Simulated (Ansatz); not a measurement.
# Understanding BaTe (NiAs-type structure) from first principles

The computed numbers are results of PBEsol, scalar-relativistic (no spin polarisation) in the plane-wave PAW code Ansatz at 420 eV, Γ-centred 8×8×4 mesh, 0.05 eV Gaussian smearing. The datasets are Ansatz's generated set soft_2.

This is a trial structure: the heavier alkaline earths' oxides and chalcogenides take the rock-salt structure.

The relaxed structure (symmetry read at 0.01 Å). The structure is hexagonal, space group P6_3/mmc (No. 194). The conventional cell has a = 4.809 Å, b = 4.809 Å, c = 8.459 Å, α = 90.00°, β = 90.00°, γ = 120.00°. Around Ba (site symmetry -3m) lie 6 Te at 3.49 Å. Around Te (site symmetry -6m2) lie 6 Ba at 3.49 Å. (Shells end 15 % past the nearest neighbour.)

Should it be a metal or an insulator?

Formal charges Ba²⁺, Te²⁻ balance and leave closed shells on every ion, so a band insulator is expected, and the gap is 1.59 eV.

What fixes the bond lengths?

Shannon's ionic radii give a check on the bond lengths: Ba²⁺ with 6 neighbours 1.35 Å + Te²⁻ 2.21 Å = 3.56 Å against a computed mean of 3.49 Å. Sums and bonds agree within 3 %, so ion sizes set the bond lengths.

How stiff is it, in energy terms?

B0·V0 = 31.0 GPa × 42.36 Å³ = 8.18 eV/atom sets the scale: near the minimum ΔE ≈ ½ B0 V0 x², with x = V/V0 − 1, and a pressure of 0.3 GPa squeezes the volume by about 1 %. At the ends of the curve: x = −4.0 % predicts 6.6 meV/atom and the run gives 7.1; x = +4.0 % predicts 6.5 meV/atom and the run gives 6.1. The lopsidedness is anharmonic: atoms resist being pushed together more than being pulled apart.

Which Debye temperature follows from the elastic moduli?

K = 31 GPa and G = 16.0 GPa (Hill). With a density of 5.193 g/cm³ (mean mass 132.5 u, 42.35 Å³/atom), K = 31.2 and G = 15.97 GPa from the unrounded constants, v_l = √((K + 4G/3)/ρ) = 3180 m/s and v_t = √(G/ρ) = 1750 m/s. The mean [(1/v_l³ + 2/v_t³)/3]^(−1/3) is 1950 m/s, and θ_D = (ħ/k_B)(6π²/V)^(1/3) v_m ≈ 170 K, with V the volume an atom.

All results together:

```
Volume                                                : 42.35 Å³/atom
Band gap                                              : 1.59 eV
Smallest direct gap                                   : 1.64 eV
Formation energy from the elements (0 K, uncorrected) : -1.72 eV/atom
Bulk modulus (Birch–Murnaghan)                        : 31 GPa
Pressure derivative B0′                               : 4.2
Shear modulus (Hill)                                  : 16.0 GPa
Young's modulus                                       : 41 GPa
Poisson's ratio                                       : 0.28
Elastically stable                                    : yes
```

Kohn–Sham gaps of semilocal functionals lie under measured ones, often by a third or more. For elements this heavy, spin–orbit coupling would shift levels and gaps; it isn't included here.
